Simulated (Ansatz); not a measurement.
# ZrN (Fm-3m) in Ansatz: a series of runs

One crystal, ZrN, is run at these levels: BLYP, revPBE; tasks: relaxation of cell and atoms.

Everything below comes from runs of Ansatz 0.2.0. Logs are shortened: lines on timing, memory, paths and dates and some standing lists are left out, and cuts for length are marked.

## 1. The structure

The structure is cubic, space group Fm-3m (No. 225). Conventional cell: a = 4.600 Å, b = 4.600 Å, c = 4.600 Å, α = 90.00°, β = 90.00°, γ = 90.00°. Zr (site symmetry m-3m) has 6 N at 2.30 Å as nearest neighbours. Around N (site symmetry m-3m) lie 6 Zr at 2.30 Å.

## 2. Relaxation of cell and atoms, BLYP

File input.yaml:

```yaml
crystal:
  lattice:
    - [0.0, 2.3, 2.3]
    - [2.3, 0.0, 2.3]
    - [2.3, 2.3, 0.0]
  atoms:
    - { symbol: Zr, position: [0.5, 0.5, 0.5] }
    - { symbol: "N", position: [0.0, 0.0, 0.0] }
kpoints:
  mp_grid: { grid: [10, 10, 10] }
scf:
  occupations: { method: fermi_dirac, width: 0.05 }
hamiltonian:
  xc: blyp
  pseudopotentials: { kind: all_electron, lapw: { basis_error: 0.001 } }
output:
  forces: true
  stress: true
relax:
  f_tol: 0.01
  max_steps: 60
  cell: {}
```

Potentials or basis: all-electron LAPW, scalar-relativistic.

Started as:

```console
$ ansatz run input.yaml --threads 1 --pin off --max-ram 3072MiB --backend cpu --events-out ev --progress --plain --runs-dir out
```

The program printed:

```text
Warning: RAYON_NUM_THREADS=1 ignored (pool sized by the plan → 1); use --threads N
The last accepted step is kept in <dir> (removed where the run ends without a failure and the disk answers)
LAPW: plane waves up to 8.817 Å⁻¹, error target 1.0e-3 eV per atom; small_component_spin mean_spin; N in spheres of 1.029 Å, 7 of its electrons in bands, Dirac shells []; Zr in spheres of 1.202 Å, 30 of its electrons in bands, Dirac shells [] (how accurate: hamiltonian.pseudopotentials.lapw.basis_error, Limitations)
Engine: ansatz 0.2.0, aarch64-unknown-linux-gnu
Pseudopotentials: kind: all_electron
Pseudopotential: Zr, LAPW, valence charge 30, lapw/all_electron/scalar/gaussian/Zr, Koelling and Harmon's equation, gaussian nucleus
Pseudopotential: N, LAPW, valence charge 7, lapw/all_electron/scalar/gaussian/N, Koelling and Harmon's equation, gaussian nucleus
Functional definition: BLYP
  parameter beta = 0.0042
  parameter a = 0.04918
  parameter b = 0.132
  parameter c = 0.2533
  parameter d = 0.349
  exchange = b88_x(beta = beta)
  correlation = lyp_c(a = a, b = b, c = c, d = d)
Crystal: 2 atoms, lattice volume = 24.334 Å³
Basis set: ecut = 296.1788445815834 eV, 283 PW (Γ), exchange–correlation at level 2
Bands: 23, of which v1, the nominal top of the filled ones, is band 19 counted from 1 (18 counted from 0)
Symmetry: 48 space group operations
Space group: Fm-3m (ITA 225), of the structure as read, at distance tolerance 2.9e-5 Å
k-points: 47 of 1000
Non-local potential: Zr, projectors of the file, none
Non-local potential: N, projectors of the file, none
Initial density: superposition of atomic densities (chi_scale 0.1, normalization cell, long waves kept (reshape's long-wave potential 0.00 eV rms))
Initial wavefunctions: plane waves of lowest kinetic energy (no species holds an atomic orbital)
Functional: x = b88, c = lyp
iter 1 solved again at ethr=1.50e-2 eV; its pass at ethr=1.00e-1 eV (dr2=5.57e0 eV) is discarded
SCF iter   1: F=—  HF=-99437.221828 eV  |F-HF|=—  |Δ(HF+E_count)|=         —  Δρ=1.31e-1  dr2=5.56e0  ethr=1.50e-2  ⟨swp⟩=2.0  Hψ=7181  notcnv=0
preconditioner: auto → Kerker (q_TF=auto, 2.926 Å⁻¹)  [metal: Δε(μ)=0.126 eV  Ē_g=19.511 eV  σ=0.050 eV  W_gap=0.49  n_scr=14 (ndim 8)  ℏωp=29.2 eV  f_vac=0.000  D(μ)=0.48/eV (n_scr^D=0)]
iter 2 solved again at ethr=1.50e-4 eV; its pass at ethr=1.50e-2 eV (dr2=5.53e-2 eV) is discarded
SCF iter   2: F=—  HF=-99434.901871 eV  |F-HF|=—  |Δ(HF+E_count)|=    2.32e0  Δρ=1.98e-2  dr2=5.50e-2  ethr=1.50e-4  ⟨swp⟩=2.1  Hψ=5355  notcnv=0
SCF iter   3: F=—  HF=-99434.819273 eV  |F-HF|=—  |Δ(HF+E_count)|=   8.26e-2  Δρ=3.47e-2  dr2=4.37e-1  ethr=1.49e-4  ⟨swp⟩=3.0  Hψ=3577  notcnv=0
SCF iter   4: F=—  HF=-99434.791051 eV  |F-HF|=—  |Δ(HF+E_count)|=         —  Δρ=1.24e-2  dr2=3.72e-2  ethr=1.49e-4  ⟨swp⟩=3.0  Hψ=3593  notcnv=0
the basis was enlarged: its passes take 48.1 KiB over the memory plan, 1 of 1 planned eigensolver slots
SCF iter   5: F=—  HF=-99434.769085 eV  |F-HF|=—  |Δ(HF+E_count)|=   2.20e-2  Δρ=3.05e-3  dr2=1.16e-3  ethr=1.01e-4  ⟨swp⟩=2.1  Hψ=3266  notcnv=0
SCF iter   6: F=—  HF=-99434.765620 eV  |F-HF|=—  |Δ(HF+E_count)|=   3.47e-3  Δρ=1.82e-3  dr2=1.22e-3  ethr=3.12e-6  ⟨swp⟩=3.0  Hψ=3375  notcnv=0
SCF iter   7: F=—  HF=-99434.765310 eV  |F-HF|=—  |Δ(HF+E_count)|=   3.09e-4  Δρ=4.76e-4  dr2=7.79e-5  ethr=3.12e-6  ⟨swp⟩=2.0  Hψ=3205  notcnv=0
SCF iter   8: F=—  HF=-99434.765315 eV  |F-HF|=—  |Δ(HF+E_count)|=   4.84e-6  Δρ=8.25e-5  dr2=1.53e-6  ethr=2.11e-7  ⟨swp⟩=2.9  Hψ=3261  notcnv=0
SCF iter   9: F=—  HF=-99434.765317 eV  |F-HF|=—  |Δ(HF+E_count)|=   1.22e-6  Δρ=2.21e-5  dr2=1.44e-7  ethr=4.13e-9  ⟨swp⟩=3.0  Hψ=3392  notcnv=0
SCF iter  10: F=-99434.765317 eV  HF=-99434.765317 eV  |F-HF|=1.41e-8  |Δ(HF+E_count)|=   4.64e-9  Δρ=6.57e-6  dr2=1.33e-8  ethr=3.89e-10  ⟨swp⟩=3.0  Hψ=3304  notcnv=0
SCF 1 converged in 10 iterations: F = -99434.765317 eV  dr2 = 1.33e-8
relax step   1: F+E_penalty+E_count = -99434.76531651 eV  Δ(F+E_penalty+E_count) = +0.000e0 eV  max|allowed force component| = 1.003e-30 eV/Å  Δτ_max = 0.0000 Å  P = +7.549 GPa  Ω = 24.334 Å³  (10 SCF iters, accepted)
Crystal: 2 atoms, lattice volume = 25.567 Å³
Basis set: ecut = 286.5757593320292 eV, 283 PW (Γ), exchange–correlation at level 2
Initial density: handed on by an earlier stage of this run
Initial wavefunctions: those handed on with the density
iter 1 solved again at ethr=7.42e-7 eV; its pass at ethr=1.00e-1 eV (dr2=2.74e-4 eV) is discarded
SCF iter   1: F=—  HF=-99434.777004 eV  |F-HF|=—  |Δ(HF+E_count)|=         —  Δρ=1.15e-3  dr2=2.77e-4  ethr=7.42e-7  ⟨swp⟩=3.3  Hψ=5742  notcnv=0
preconditioner: auto → Kerker (q_TF=auto, 2.902 Å⁻¹)  [metal: Δε(μ)=0.032 eV  Ē_g=10.002 eV  σ=0.050 eV  W_gap=0.16  n_scr=14 (ndim 8)  ℏωp=22.0 eV  f_vac=0.000  D(μ)=0.80/eV (n_scr^D=8)]
SCF iter   2: F=—  HF=-99434.776575 eV  |F-HF|=—  |Δ(HF+E_count)|=   4.29e-4  Δρ=7.96e-4  dr2=2.21e-4  ethr=7.42e-7  ⟨swp⟩=3.0  Hψ=3367  notcnv=0
SCF iter   3: F=—  HF=-99434.776505 eV  |F-HF|=—  |Δ(HF+E_count)|=   7.02e-5  Δρ=4.03e-4  dr2=4.58e-5  ethr=5.96e-7  ⟨swp⟩=2.0  Hψ=3240  notcnv=0
SCF iter   4: F=—  HF=-99434.776512 eV  |F-HF|=—  |Δ(HF+E_count)|=   6.97e-6  Δρ=2.77e-4  dr2=2.50e-5  ethr=1.24e-7  ⟨swp⟩=2.0  Hψ=3240  notcnv=0
SCF iter   5: F=—  HF=-99434.776509 eV  |F-HF|=—  |Δ(HF+E_count)|=   2.68e-6  Δρ=9.20e-5  dr2=2.57e-6  ethr=6.74e-8  ⟨swp⟩=2.1  Hψ=3247  notcnv=0
iter 6 solved again at ethr=3.15e-10 eV; its pass at ethr=6.95e-9 eV (dr2=1.16e-7 eV) is discarded
SCF iter   6: F=—  HF=-99434.776508 eV  |F-HF|=—  |Δ(HF+E_count)|=   7.44e-7  Δρ=2.16e-5  dr2=1.16e-7  ethr=3.15e-10  ⟨swp⟩=2.0  Hψ=5448  notcnv=0
SCF iter   7: F=-99434.776508 eV  HF=-99434.776508 eV  |F-HF|=3.49e-10  |Δ(HF+E_count)|=   8.50e-9  Δρ=5.26e-6  dr2=5.74e-9  ethr=3.15e-10  ⟨swp⟩=2.3  Hψ=3256  notcnv=0
SCF 2 converged in 7 iterations: F = -99434.776508 eV  dr2 = 5.74e-9
relax step   2: F+E_penalty+E_count = -99434.77650830 eV  Δ(F+E_penalty+E_count) = -1.119e-2 eV  max|allowed force component| = 1.241e-30 eV/Å  Δτ_max = 0.0000 Å  P = -4.130 GPa  Ω = 25.567 Å³  (7 SCF iters, accepted)
Crystal: 2 atoms, lattice volume = 25.117 Å³
Basis set: ecut = 289.9896602849354 eV, 283 PW (Γ), exchange–correlation at level 2
iter 1 solved again at ethr=8.24e-8 eV; its pass at ethr=1.00e-1 eV (dr2=3.05e-5 eV) is discarded
SCF iter   1: F=—  HF=-99434.782752 eV  |F-HF|=—  |Δ(HF+E_count)|=         —  Δρ=4.05e-4  dr2=3.34e-5  ethr=8.24e-8  ⟨swp⟩=4.5  Hψ=5840  notcnv=0
preconditioner: auto → Kerker (q_TF=auto, 2.910 Å⁻¹)  [metal: Δε(μ)=0.035 eV  Ē_g=18.602 eV  σ=0.050 eV  W_gap=0.17  n_scr=14 (ndim 8)  ℏωp=28.7 eV  f_vac=0.000  D(μ)=0.79/eV (n_scr^D=8)]
SCF iter   2: F=—  HF=-99434.782700 eV  |F-HF|=—  |Δ(HF+E_count)|=   5.29e-5  Δρ=2.83e-4  dr2=2.70e-5  ethr=8.24e-8  ⟨swp⟩=3.0  Hψ=3359  notcnv=0
SCF iter   3: F=—  HF=-99434.782705 eV  |F-HF|=—  |Δ(HF+E_count)|=   5.26e-6  Δρ=1.41e-4  dr2=5.49e-6  ethr=7.29e-8  ⟨swp⟩=2.0  Hψ=3235  notcnv=0
SCF iter   4: F=—  HF=-99434.782704 eV  |F-HF|=—  |Δ(HF+E_count)|=   1.21e-6  Δρ=9.01e-5  dr2=2.74e-6  ethr=1.48e-8  ⟨swp⟩=2.0  Hψ=3235  notcnv=0
iter 5 solved again at ethr=4.44e-10 eV; its pass at ethr=7.40e-9 eV (dr2=1.64e-7 eV) is discarded
SCF iter   5: F=—  HF=-99434.782704 eV  |F-HF|=—  |Δ(HF+E_count)|=   1.90e-8  Δρ=2.42e-5  dr2=1.64e-7  ethr=4.44e-10  ⟨swp⟩=2.0  Hψ=5439  notcnv=0
SCF iter   6: F=-99434.782704 eV  HF=-99434.782704 eV  |F-HF|=1.02e-10  |Δ(HF+E_count)|=   2.47e-8  Δρ=6.80e-6  dr2=8.61e-9  ethr=4.44e-10  ⟨swp⟩=2.1  Hψ=3242  notcnv=0
SCF 3 converged in 6 iterations: F = -99434.782704 eV  dr2 = 8.61e-9
relax step   3: F+E_penalty+E_count = -99434.78270362 eV  Δ(F+E_penalty+E_count) = -6.195e-3 eV  max|allowed force component| = 1.257e-30 eV/Å  Δτ_max = 0.0000 Å  P = -0.219 GPa  Ω = 25.117 Å³  (6 SCF iters, accepted)
Crystal: 2 atoms, lattice volume = 25.092 Å³
Basis set: ecut = 290.1798592705462 eV, 283 PW (Γ), exchange–correlation at level 2
iter 1 solved again at ethr=2.53e-10 eV; its pass at ethr=1.00e-1 eV (dr2=9.35e-8 eV) is discarded
SCF iter   1: F=—  HF=-99434.782706 eV  |F-HF|=—  |Δ(HF+E_count)|=         —  Δρ=2.44e-5  dr2=1.38e-7  ethr=2.53e-10  ⟨swp⟩=4.9  Hψ=5865  notcnv=0
preconditioner: auto → Kerker (q_TF=auto, 2.911 Å⁻¹)  [metal: Δε(μ)=0.035 eV  Ē_g=18.607 eV  σ=0.050 eV  W_gap=0.17  n_scr=14 (ndim 8)  ℏωp=28.7 eV  f_vac=0.000  D(μ)=0.79/eV (n_scr^D=8)]
SCF iter   2: F=-99434.782720 eV  HF=-99434.782720 eV  |F-HF|=9.10e-8  |Δ(HF+E_count)|=   1.35e-5  Δρ=1.58e-5  dr2=8.41e-8  ethr=2.53e-10  ⟨swp⟩=3.0  Hψ=3635  notcnv=0
SCF 4 converged in 2 iterations: F = -99434.782720 eV  dr2 = 8.41e-8
relax step   4: F+E_penalty+E_count = -99434.78271980 eV  Δ(F+E_penalty+E_count) = -1.618e-5 eV  max|allowed force component| = 1.091e-30 eV/Å  Δτ_max = 0.0000 Å  P = +0.009 GPa  Ω = 25.092 Å³  (2 SCF iters, accepted)
iter 1 solved again at ethr=2.24e-10 eV; its pass at ethr=1.00e-1 eV (dr2=8.28e-8 eV) is discarded
SCF iter   1: F=—  HF=-99434.782705 eV  |F-HF|=—  |Δ(HF+E_count)|=         —  Δρ=1.60e-5  dr2=8.48e-8  ethr=2.24e-10  ⟨swp⟩=3.1  Hψ=5509  notcnv=0
SCF iter   2: F=-99434.782719 eV  HF=-99434.782719 eV  |F-HF|=1.13e-8  |Δ(HF+E_count)|=   1.37e-5  Δρ=8.21e-6  dr2=1.82e-8  ethr=2.24e-10  ⟨swp⟩=3.0  Hψ=3629  notcnv=0
SCF 5 converged in 2 iterations: F = -99434.782719 eV  dr2 = 1.82e-8
relax step   5: F+E_penalty+E_count = -99434.78271851 eV  Δ(F+E_penalty+E_count) = +1.287e-6 eV  max|allowed force component| = 3.451e-31 eV/Å  Δτ_max = 0.0000 Å  P = +0.007 GPa  Ω = 25.092 Å³  stress off target by 6.56e-3 GPa  SCF on the basis re-selected at this cell (its energy is not comparable with the rows above)  (2 SCF iters)
basis re-selected at this cell: Δ(F+E_penalty+E_count) = +1.287e-6 eV, ΔP = -0.003 GPa vs the last step (what re-selecting the basis moved, after the strain that the cell walked since its last selection, with what the two solves' SCF thresholds leave and, on support functions, any second-order correction that the steps lacked; it is no measure of the basis error at this ecutwfc). This SCF's stress stands 6.56e-3 GPa from its target on what of the cell is left free (relax.cell.stress_tol is 5.00e-2 GPa) and its largest allowed force component is 3.45e-31 eV/Å (relax.f_tol is 1.00e-2 eV/Å): within both
SCF converged after 2 iterations
Free energy (F): -99434.782719 eV
Harris-Foulkes:  -99434.782719 eV  (|F-HF|=1.13e-8)
Internal energy: -99434.776398 eV  (E = F + TS)
E sigma→0 (E₀):  -99434.779558 eV
Entropy (-TS):   -0.006320 eV (-3.160 meV/atom)
Fermi energy:    19.155175 eV
--- Per-component energies (eV) ---
  E_band       = -4747.048334
  E_kinetic    = 102660.841729
  E_xc         = -3314.404097
  E_electrostatic = -198781.214030  (all electrons and nuclei)
  E_smearing   = -0.006320  (= −TS)
  E_closure    = 0.000000  (closes the sum)
  E_atoms      = -99417.235338  (free atoms, spherical and without spin; not in F)
  Σ components = -99434.782719   (vs F -99434.782719, Δ=0.00e0)
  Basis errors (estimates in eV, not in F): energy 4.5e-4 per atom: plane waves 4.2e-4 (2.4e-4 summed), levels above the bands 4.4e-17, relativity 3.5e-7, radial functions 2.9e-5, core shells 3.3e-14; eigenvalues (radial functions only) 2.6e-6; not estimated: angular momenta, meshes, grids; target (lapw.basis_error) 1.0e-3; muffin-tin radii N 1.039 Å, Zr 1.215 Å
--- Forces (eV/Å), atoms counted from 1 ---
  atom   1  Zr     0.00000000    -0.00000000    -0.00000000
  atom   2  N     -0.00000000     0.00000000    -0.00000000
  max |Σ_I F_I| component: 5.92e-31 eV/Å
--- Stress (GPa, compression-positive) ---
        0.006561      -0.000000      -0.000000
       -0.000000       0.006561      -0.000000
       -0.000000      -0.000000       0.006561
  P = ⅓ Tr σ = 0.0066 GPa (0.066 kbar)
--- Relaxed structure (4 steps of the walk, 4 accepted, 1 SCFs on fresh bases) ---
  F+E_penalty+E_count = -99434.78271851 eV   max|allowed force component| = 3.451e-31 eV/Å   (the final SCF, on the basis selected at the relaxed cell)
  cell:  # Å, volume = 25.0925 Å³
    - [1.579565330197633e-33, 2.323652714968747, 2.323652714968747]
    - [2.323652714968747, -1.1974124277304638e-33, 2.323652714968747]
    - [2.323652714968747, 2.323652714968747, 2.0381488131582336e-34]
  atoms:
    - { symbol: Zr, position: [0.5, 0.5, 0.5] }
    - { symbol: N, position: [1.3083763209153154e-35, -7.41413248518754e-36, -1.5264390410679826e-35] }
```

Run time: 20 s. Hardware: 1 thread of Arm Neoverse V2, shared host; peak memory 0.3 GiB.

What came out:

```yaml
Free_energy: -99434.7827 eV
Relaxed_volume: 12.55 Å³/atom
Relaxed_cell: a = 3.286 Å, b = 3.286 Å, c = 3.286 Å, α = 60.00°, β = 60.00°, γ = 60.00°
Space_group_after_relaxing_to_0.05_Å: Fm-3m (No. 225)
Energy_gained_by_relaxing: 8.7 meV/atom
Ionic_steps: 5
Pressure_after_relaxing: 0.0 GPa
```

Step by step:
```tsv
step	energy change (eV)	largest force (eV/Å)	volume (Å³)
1	0.0000	0.0000	24.33
2	-0.0112	0.0000	25.57
3	-0.0174	0.0000	25.12
4	-0.0174	0.0000	25.09
5	-0.0174	0.0000	25.09
```

Final structure:
```yaml
crystal:
  lattice:
    - [0.00000, 2.32365, 2.32365]
    - [2.32365, 0.00000, 2.32365]
    - [2.32365, 2.32365, 0.00000]
  atoms:
    - { symbol: Zr, position: [0.50000, 0.50000, 0.50000] }
    - { symbol: N, position: [0.00000, 0.00000, 0.00000] }
```

## 3. Relaxation of cell and atoms, revPBE

Edit input.yaml of step 2 so:

```diff
@@ -13,3 +13,3 @@
 hamiltonian:
-  xc: blyp
+  xc: revpbe
   pseudopotentials: { kind: all_electron, lapw: { basis_error: 0.001 } }
@@ -19,3 +19,3 @@
 relax:
-  f_tol: 0.01
+  f_tol: 0.005
   max_steps: 60
```

Potentials or basis: all-electron LAPW, scalar-relativistic.

Started as:

```console
$ ansatz run input.yaml --threads 1 --pin off --max-ram 3072MiB --backend cpu --events-out ev --progress --plain --runs-dir out
```

The program printed:

```text
Warning: RAYON_NUM_THREADS=1 ignored (pool sized by the plan → 1); use --threads N
[... 1 set-up line as earlier in the session ...]
LAPW: plane waves up to 8.827 Å⁻¹, error target 1.0e-3 eV per atom; small_component_spin mean_spin; N in spheres of 1.027 Å, 7 of its electrons in bands, Dirac shells []; Zr in spheres of 1.204 Å, 30 of its electrons in bands, Dirac shells [] (how accurate: hamiltonian.pseudopotentials.lapw.basis_error, Limitations)
[... 4 set-up lines as earlier in the session ...]
Functional definition: revPBE
  parameter kappa = 1.245
  parameter beta = 0.06672455060314922
  exchange = pbe_x(kappa = kappa, mu = beta*pi^2/3)
  correlation = pbe_c(beta = beta)
Crystal: 2 atoms, lattice volume = 24.334 Å³
Basis set: ecut = 296.8600390914363 eV, 283 PW (Γ), exchange–correlation at level 2
Bands: 23, of which v1, the nominal top of the filled ones, is band 19 counted from 1 (18 counted from 0)
[... 2 set-up lines as earlier in the session ...]
k-points: 47 of 1000
[... 4 set-up lines as earlier in the session ...]
Functional: x = revpbe(κ = 1.245, μ = 0.2195149727645171), c = pbe(β = 0.06672455060314922)
iter 1 solved again at ethr=1.25e-2 eV; its pass at ethr=1.00e-1 eV (dr2=4.62e0 eV) is discarded
SCF iter   1: F=—  HF=-99428.542589 eV  |F-HF|=—  |Δ(HF+E_count)|=         —  Δρ=1.18e-1  dr2=4.61e0  ethr=1.25e-2  ⟨swp⟩=2.0  Hψ=7200  notcnv=0
preconditioner: auto → Kerker (q_TF=auto, 2.926 Å⁻¹)  [metal: Δε(μ)=0.124 eV  Ē_g=19.401 eV  σ=0.050 eV  W_gap=0.48  n_scr=14 (ndim 8)  ℏωp=29.2 eV  f_vac=0.000  D(μ)=0.44/eV (n_scr^D=0)]
iter 2 solved again at ethr=2.06e-4 eV; its pass at ethr=1.25e-2 eV (dr2=7.62e-2 eV) is discarded
SCF iter   2: F=—  HF=-99426.627866 eV  |F-HF|=—  |Δ(HF+E_count)|=    1.91e0  Δρ=1.96e-2  dr2=7.58e-2  ethr=2.06e-4  ⟨swp⟩=2.0  Hψ=5349  notcnv=0
SCF iter   3: F=—  HF=-99426.608277 eV  |F-HF|=—  |Δ(HF+E_count)|=   1.96e-2  Δρ=3.11e-2  dr2=3.54e-1  ethr=2.05e-4  ⟨swp⟩=3.0  Hψ=3544  notcnv=0
SCF iter   4: F=—  HF=-99426.585505 eV  |F-HF|=—  |Δ(HF+E_count)|=         —  Δρ=7.41e-3  dr2=9.02e-3  ethr=2.05e-4  ⟨swp⟩=2.7  Hψ=3487  notcnv=0
[... 34 lines left out ...]
relax step   3: F+E_penalty+E_count = -99426.57746859 eV  Δ(F+E_penalty+E_count) = -4.300e-4 eV  max|allowed force component| = 2.038e-30 eV/Å  Δτ_max = 0.0000 Å  P = -0.017 GPa  Ω = 24.530 Å³  (5 SCF iters, accepted)
iter 1 solved again at ethr=1.12e-11 eV; its pass at ethr=1.00e-1 eV (dr2=4.13e-9 eV) is discarded
SCF iter   1: F=—  HF=-99426.577477 eV  |F-HF|=—  |Δ(HF+E_count)|=         —  Δρ=4.13e-6  dr2=4.21e-9  ethr=1.12e-11  ⟨swp⟩=4.1  Hψ=5829  notcnv=0
SCF iter   2: F=-99426.577469 eV  HF=-99426.577469 eV  |F-HF|=1.32e-9  |Δ(HF+E_count)|=   8.86e-6  Δρ=3.44e-6  dr2=3.63e-9  ethr=1.12e-11  ⟨swp⟩=3.0  Hψ=3632  notcnv=0
SCF 4 converged in 2 iterations: F = -99426.577469 eV  dr2 = 3.63e-9
relax step   4: F+E_penalty+E_count = -99426.57746862 eV  Δ(F+E_penalty+E_count) = -3.265e-8 eV  max|allowed force component| = 2.752e-30 eV/Å  Δτ_max = 0.0000 Å  P = -0.016 GPa  Ω = 24.530 Å³  stress off target by 1.59e-2 GPa  SCF on the basis re-selected at this cell (its energy is not comparable with the rows above)  (2 SCF iters)
basis re-selected at this cell: Δ(F+E_penalty+E_count) = -3.265e-8 eV, ΔP = +0.001 GPa vs the last step (what re-selecting the basis moved, after the strain that the cell walked since its last selection, with what the two solves' SCF thresholds leave and, on support functions, any second-order correction that the steps lacked; it is no measure of the basis error at this ecutwfc). This SCF's stress stands 1.59e-2 GPa from its target on what of the cell is left free (relax.cell.stress_tol is 5.00e-2 GPa) and its largest allowed force component is 2.75e-30 eV/Å (relax.f_tol is 5.00e-3 eV/Å): within both
SCF converged after 2 iterations
Free energy (F): -99426.577469 eV
Harris-Foulkes:  -99426.577469 eV  (|F-HF|=1.32e-9)
Internal energy: -99426.571012 eV  (E = F + TS)
E sigma→0 (E₀):  -99426.574240 eV
Entropy (-TS):   -0.006457 eV (-3.228 meV/atom)
Fermi energy:    19.183275 eV
--- Per-component energies (eV) ---
  E_band       = -4742.455886
  E_kinetic    = 102645.389453
  E_xc         = -3305.975151
  E_electrostatic = -198765.985314  (all electrons and nuclei)
  E_smearing   = -0.006457  (= −TS)
  E_closure    = 0.000000  (closes the sum)
  E_atoms      = -99408.198071  (free atoms, spherical and without spin; not in F)
  Σ components = -99426.577469   (vs F -99426.577469, Δ=0.00e0)
  Basis errors (estimates in eV, not in F): energy 4.1e-4 per atom: plane waves 3.7e-4 (2.1e-4 summed), levels above the bands 8.5e-18, relativity 2.0e-8, radial functions 3.1e-5, core shells 8.1e-14; eigenvalues (radial functions only) 7.0e-7; not estimated: angular momenta, meshes, grids; target (lapw.basis_error) 1.0e-3; muffin-tin radii N 1.029 Å, Zr 1.208 Å
--- Forces (eV/Å), atoms counted from 1 ---
  atom   1  Zr     0.00000000     0.00000000    -0.00000000
  atom   2  N     -0.00000000     0.00000000    -0.00000000
  max |Σ_I F_I| component: 4.42e-30 eV/Å
--- Stress (GPa, compression-positive) ---
       -0.015879      -0.000000      -0.000000
       -0.000000      -0.015879      -0.000000
       -0.000000      -0.000000      -0.015879
  P = ⅓ Tr σ = -0.0159 GPa (-0.159 kbar)
--- Relaxed structure (3 steps of the walk, 3 accepted, 1 SCFs on fresh bases) ---
  F+E_penalty+E_count = -99426.57746862 eV   max|allowed force component| = 2.752e-30 eV/Å   (the final SCF, on the basis selected at the relaxed cell)
  cell:  # Å, volume = 24.5301 Å³
    - [4.713343529159695e-34, 2.306161501155069, 2.3061615011550685]
    - [2.3061615011550685, 1.6432637005453913e-33, 2.3061615011550685]
    - [2.3061615011550685, 2.306161501155069, 1.5286738092343126e-34]
  atoms:
    - { symbol: Zr, position: [0.49999999999999994, 0.5, 0.5] }
    - { symbol: N, position: [3.816097602670571e-36, -2.3986899216790594e-36, -6.759944324729915e-36] }
```

Wall time 17 s (1 thread of Arm Neoverse V2, shared host); peak memory 0.3 GiB.

Results:

* Free energy: -99426.5775 eV
* Relaxed volume: 12.27 Å³/atom
* Relaxed cell: a = 3.261 Å, b = 3.261 Å, c = 3.261 Å, α = 60.00°, β = 60.00°, γ = 60.00°
* Space group after relaxing (to 0.05 Å): Fm-3m (No. 225)
* Energy gained by relaxing: 0.6 meV/atom
* Ionic steps: 4
* Pressure after relaxing: 0.0 GPa

Step by step:
```tsv
step	energy change (eV)	largest force (eV/Å)	volume (Å³)
1	0.0000	0.0000	24.33
2	-0.0007	0.0000	24.65
3	-0.0012	0.0000	24.53
4	-0.0012	0.0000	24.53
```

Final structure:
```
CELL_PARAMETERS angstrom
0.00000 2.30616 2.30616
2.30616 0.00000 2.30616
2.30616 2.30616 0.00000
ATOMIC_POSITIONS crystal
Zr 0.50000 0.50000 0.50000
N 0.00000 0.00000 0.00000
```

revPBE gives volumes clearly too large for solids. Zero-point motion and thermal expansion aren't in these numbers.
